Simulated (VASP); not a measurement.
# Cu (I4/mmm) in VASP: further runs

The runs below take Cu through equation of state, with PBE, PBEsol.

Program: VASP 6.6.1. These are calculated values, not measurements. Logs are shortened: lines on timing, memory, paths and dates and some standing lists are left out, and cuts for length are marked.

## 1. The crystal as given

It takes space group I4/mmm (No. 139, tetragonal). Conventional cell: a = 2.886 Å, b = 2.886 Å, c = 2.752 Å, α = 90.00°, β = 90.00°, γ = 90.00°. Around Cu (site symmetry 4/mmm) lie 10 Cu at 2.46 to 2.75 Å.

This isn't the form of Cu at room conditions, which is fcc.

## 2. Equation of state, PBE, 10.77 Å³/atom (volume scaled by 0.94)

File INCAR:

```
SYSTEM = Cu
ALGO = Normal
EDIFF = 1E-7
ENCUT = 520
GGA = PE
ISIF = 2
ISMEAR = -1
LASPH = .True.
LCHARG = .False.
LREAL = .False.
LWAVE = .False.
NBANDS = 12
NELM = 80
PREC = Accurate
SIGMA = 0.05
```

File KPOINTS:

```
k-points
0
Gamma
  13 13 13
  0 0 0
```

File POSCAR:

```
Cu
1.0
   -1.4133402940      1.4133402940      1.3479902729
    1.4133402940     -1.4133402940      1.3479902729
    1.4133402940      1.4133402940     -1.3479902729
Cu
1
Direct
    0.0000000000      0.0000000000      0.0000000000
```

Potentials or basis: VASP PAW PBE potentials, release 64 (Cu).

On the command line:

```sh
cat potpaw_PBE.64/Cu/POTCAR > POTCAR
mpirun -np 1 vasp_std > vasp.out
```

OUTCAR:

```text
SYSTEM = Cu
   EDIFF = 1E-7
   ENCUT = 520
   GGA = PE
   ISIF = 2
   ISMEAR = -1
   LASPH = .True.
   LREAL = .False.
   NELM = 80
   PREC = Accurate

 ion  position               nearest neighbor table
   1  0.000  0.000  0.000-

  LATTYP: Found a body centered tetragonal cell.
 ALAT       =     2.8266805880
 C/A-ratio  =     0.9537620052

  Lattice vectors:

 A1 = (  -1.4133402940,   1.4133402940,   1.3479902729)
 A2 = (   1.4133402940,  -1.4133402940,   1.3479902729)
 A3 = (   1.4133402940,   1.4133402940,  -1.3479902729)

Analysis of symmetry for initial positions (statically):
=====================================================================
 Subroutine PRICEL returns:
 Original cell was already a primitive cell.

 Routine SETGRP: Setting up the symmetry group for a
 body centered tetragonal supercell.

 Subroutine GETGRP returns: Found 16 space group operations
 (whereof 16 operations were pure point group operations)
 out of a pool of 16 trial point group operations.

The static configuration has the point symmetry D_4h.

Analysis of symmetry for dynamics (positions and initial velocities):
=====================================================================
 Subroutine PRICEL returns:
 Original cell was already a primitive cell.

 Routine SETGRP: Setting up the symmetry group for a
 body centered tetragonal supercell.

 Subroutine GETGRP returns: Found 16 space group operations
 (whereof 16 operations were pure point group operations)
 out of a pool of 16 trial point group operations.

The dynamic configuration has the point symmetry D_4h.

 Subroutine INISYM returns: Found 16 space group operations
 (whereof 16 operations are pure point group operations),
 and found     1 'primitive' translations

----------------------------------------------------------------------------------------

                                     Primitive cell

  volume of cell :      10.7706

  direct lattice vectors                    reciprocal lattice vectors
    -1.413340294  1.413340294  1.347990273     0.000000000  0.353771843  0.370922558
     1.413340294 -1.413340294  1.347990273     0.353771843  0.000000000  0.370922558
     1.413340294  1.413340294 -1.347990273     0.353771843  0.353771843  0.000000000

  length of vectors
     2.410837894  2.410837894  2.410837894     0.512579809  0.512579809  0.500308938

  position of ions in fractional coordinates (direct lattice)
     0.000000000  0.000000000  0.000000000

  ion indices of the primitive-cell ions
   primitive index   ion index
                 1           1

----------------------------------------------------------------------------------------

 KPOINTS: k-points

Automatic generation of k-mesh.
 Grid dimensions read from file:
 generate k-points for:   13   13   13

 Generating k-lattice:

  Cartesian coordinates                     Fractional coordinates (reciprocal lattice)
     0.000000000  0.027213219  0.028532504     0.076923077  0.000000000  0.000000000
     0.027213219  0.000000000  0.028532504     0.000000000  0.076923077  0.000000000
     0.027213219  0.027213219  0.000000000     0.000000000  0.000000000  0.076923077

  Length of vectors
     0.039429216  0.039429216  0.038485303

  Shift w.r.t. Gamma in fractional coordinates (k-lattice)
     0.000000000  0.000000000  0.000000000

 Subroutine IBZKPT returns following result:
 ===========================================

 Found    196 irreducible k-points:

 Following reciprocal coordinates:
            Coordinates               Weight
  0.000000  0.000000  0.000000      1.000000
  0.076923  0.000000 -0.000000      8.000000
  0.153846  0.000000 -0.000000      8.000000
  0.230769  0.000000 -0.000000      8.000000
  0.307692  0.000000 -0.000000      8.000000
  0.384615  0.000000 -0.000000      8.000000
[... 42 lines left out ...]
 -0.461538  0.461538  0.000000      4.000000
  0.076923  0.076923  0.076923      8.000000
 [... further k-points ...]
   k-points           NKPTS =    196   k-points in BZ     NKDIM =    196   number of bands    NBANDS=     12
   number of dos      NEDOS =    301   number of ions     NIONS =      1
   total plane-waves  NPLWV =   5832
   dimension x,y,z NGX =    18 NGY =   18 NGZ =   18
   dimension x,y,z NGXF=    36 NGYF=   36 NGZF=   36
   ions per type =               1
   NGX,Y,Z   is equivalent  to a cutoff of  12.41, 12.41, 12.41 a.u.
   NGXF,Y,Z  is equivalent  to a cutoff of  24.82, 24.82, 24.82 a.u.
 SYSTEM =  Cu
   PREC   = accura    normal or accurate (medium, high low for compatibility)
   ISTART =      0    job   : 0-new  1-cont  2-samecut
   ICHARG =      2    charge: 1-file 2-atom 10-const
   ISPIN  =      1    spin polarized calculation?
   LNONCOLLINEAR =      F non collinear calculations
   LSORBIT =      F    spin-orbit coupling
   LASPH  =      T    aspherical Exc in radial PAW
   ENCUT  =  520.0 eV  38.22 Ry    6.18 a.u.   4.48  4.48  4.48*2*pi/ulx,y,z
   NELM   =     80;   NELMIN=  2; NELMDL= -5     # of ELM steps
   EDIFF  = 0.1E-06   stopping-criterion for ELM
   LREAL  =      F    real-space projection
   EDIFFG = 0.1E-05   stopping-criterion for IOM
   NSW    =      0    number of steps for IOM
   IBRION =     -1    ionic relax: 0-MD 1-quasi-New 2-CG
   NFREE  =      0    steps in history (QN), initial steepest desc. (CG)
   ISIF   =      2    stress and relaxation
   ISYM   =      2    0-nonsym 1-usesym 2-fastsym
   POTIM  = 0.5000    time-step for ionic-motion
   TEBEG  =    0.0;   TEEND  =   0.0 temperature during run
   PSTRESS=    0.0 pullay stress
   NELECT =      11.0000    total number of electrons
   NUPDOWN=      -1.0000    fix difference up-down
   EMIN   =  10.00;   EMAX   =-10.00  energy-range for DOS
   EFERMI =   0.00;   METHOD = LEGACY
   ISMEAR =    -1;   SIGMA  =   0.05  broadening in eV -4-tet -1-fermi 0-gaus
   EFERMI_NEDOS =   21; number of points for ismear=-14 and -15
   IALGO  =     38    algorithm
   IMIX   =      4    mixing-type and parameters
     AMIX     =   0.40;   BMIX     =  1.00
     AMIX_MAG =   1.60;   BMIX_MAG =  1.00
  volume/ion in A,a.u.               =      10.77        72.68
  Fermi-wavevector in a.u.,A,eV,Ry     =   1.648639  3.115477 36.980792  2.718012
  Thomas-Fermi vector in A             =   2.737895
   LORBIT       =      0    0 simple, 1 ext, 2 COOP (PROOUT), +10 PAW based schemes
   GGA     = PE    functional components
   LHFCALC =     F    Hartree Fock is set to
   AEXX    =    0.0000 exact exchange contribution
   IVDW    =     0    specifies the selected vdW correction
   LEPSILON=     F    determine dielectric tensor
   LRPA    =     F    only Hartree local field effects (RPA)
 non-spin polarized calculation
  energy-cutoff  :      520.00
  volume of cell :       10.77
 maximum number of plane-waves:       313
 NGX is ok and might be reduce to    18
   NGX =  9   NGY =  9   NGZ =  9

 number of electron      11.0000008 magnetization

 Free energy of the ion-electron system (eV)
  ---------------------------------------------------
  ext. energy  EPLUGINS =         0.00000000
  ---------------------------------------------------
  free energy    TOTEN  =        -3.62446512 eV

  energy without entropy =       -3.62212872  energy(sigma->0) =       -3.62329692

 E-fermi :   8.7433     XC(G=0): -13.2706

 val. band max:        8.7373020188   @ k =  -0.3077   0.4615   0.0769
 cond. band min:       8.7791792841   @ k =  -0.2308   0.4615   0.0769
 fundamental gap:      0.0418772653
 Fermi energy:         8.7432901923

 k-point     1 :       0.0000    0.0000    0.0000
  band No.  band energies     occupation
      1      -1.2851      2.00000
      2       5.2449      2.00000
      3       5.4600      2.00000
      4       5.4600      2.00000
      5       6.4126      2.00000
      6       6.6385      2.00000
      7      34.2663      0.00000
      8      34.2663      0.00000
      9      35.5345      0.00000
     10      38.7216      0.00000
     11      39.1988      0.00000
     12      39.1988      0.00000

 k-point     2 :       0.0769    0.0000   -0.0000
  band No.  band energies     occupation
      1      -1.0375      2.00000
      2       5.2503      2.00000
      3       5.4520      2.00000
      4       5.5027      2.00000
      5       6.4126      2.00000
      6       6.6019      2.00000
      7      32.7581      0.00000
      8      33.7535      0.00000
      9      34.1051      0.00000
     10      36.6832      0.00000
     11      37.3574      0.00000
     12      37.9697      0.00000

 k-point     3 :       0.1538    0.0000   -0.0000
  band No.  band energies     occupation
      1      -0.3140      2.00000
      2       5.1452      2.00000
      3       5.4084      2.00000
      4       5.7506      2.00000
      5       6.4080      2.00000
      6       6.5481      2.00000
      7      28.8322      0.00000
      8      32.0486      0.00000
      9      32.7113      0.00000
     10      34.1139      0.00000
     11      35.9990      0.00000
     12      38.3459      0.00000
[... 526 lines left out ...]
 k-point    39 :       0.3846    0.3077   -0.0000
  band No.  band energies     occupation
      1       4.2416      2.00000
      2       4.6831      2.00000
      3       4.9197      2.00000
      4       6.5832      2.00000
      5       6.6778      2.00000
      6      12.1899      0.00000
      7      14.9825      0.00000
      8      16.5846      0.00000
      9      26.7351      0.00000
     10      36.4626      0.00000
     11      38.3550      0.00000
     12      43.7877      0.00000

 k-point    40 :       0.4615    0.3077   -0.0000
  band No.  band energies     occupation
      1       3.9488      2.00000
      2       4.6881      2.00000
      3       5.0878      2.00000
      4       6.4366      2.00000
      5       6.7000      2.00000
      6       9.9586      0.00000
      7      15.8054      0.00000
      8      19.4543      0.00000
      9      27.2948      0.00000
     10      36.0689      0.00000
     11      38.3937      0.00000
     12      44.4238      0.00000

 [... further k-points ...]
[... 5 lines left out ...]
  --------------------------------------------------------------------------------------
  -------------------------------------------------------------------------------------
  Total        1.3572964      1.3572964      1.3935281      0.0000000     -0.0000000      0.0000000
  in kB      201.9040609    201.9040609    207.2936855      0.0000000     -0.0000000      0.0000000
  external PRESSURE =     203.7006024 kB  Pullay stress =       0.0000000 kB

 VOLUME and BASIS-vectors are now :
 -----------------------------------------------------------------------------
  energy-cutoff  :      520.00
  volume of cell :       10.77
      direct lattice vectors                 reciprocal lattice vectors
    -1.413340294  1.413340294  1.347990273     0.000000000  0.353771843  0.370922558
     1.413340294 -1.413340294  1.347990273     0.353771843  0.000000000  0.370922558
     1.413340294  1.413340294 -1.347990273     0.353771843  0.353771843  0.000000000

 POSITION                                       TOTAL-FORCE (eV/Angst)
 -----------------------------------------------------------------------------------
      0.00000      0.00000      0.00000         0.000000     -0.000000      0.000000
 -----------------------------------------------------------------------------------
    total drift:                                0.000000     -0.000000      0.000000

  FREE ENERGIE OF THE ION-ELECTRON SYSTEM (eV)
  ---------------------------------------------------
  free  energy   TOTEN  =        -3.6244651235 eV

  energy  without entropy=       -3.6221287153  energy(sigma->0) =       -3.62329692
```

Wall time 12 s (1 thread of AMD EPYC 9R45 (Zen 5), shared host); peak memory 0.1 GiB.

What came out:

| Item | Value |
| --- | --- |
| Free energy | -3.6245 eV |
| Pressure | 20.4 GPa |
| Band gap on the k mesh | none (metal or under the smearing width) |

(Continued in part 2 of 2.)
